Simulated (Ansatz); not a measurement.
All numbers below come from Ansatz 0.2.0, DFT, PBE, plane waves (420 eV) with PAW, scalar-relativistic.

An element in the omega (AlB2-type) structure gives this curve. The cell is scaled uniformly from the relaxed one, with fractional coordinates and shape fixed. Energies are extrapolated to zero smearing, pressures are those at the given smearing. Magnetic state: spin not included.

| V (Å³/atom) | E − E₀ (meV/atom) | P (GPa) |
| --- | --- | --- |
| 12.669 | 73.7 | 15.48 |
| 13.245 | 29.8 | 9.25 |
| 13.821 | 6.4 | 4.08 |
| 14.397 | 0.0 | -0.15 |
| 14.973 | 7.4 | -3.60 |
| 15.549 | 26.1 | -6.40 |
| 16.124 | 53.9 | -8.67 |

Task: Which element is it?
A. phosphorus
B. palladium
C. rhenium
D. iridium

Result: A. Its fit is V₀ = 14.36 Å³/atom, B₀ = 97 GPa, B₀′ = 4.1.
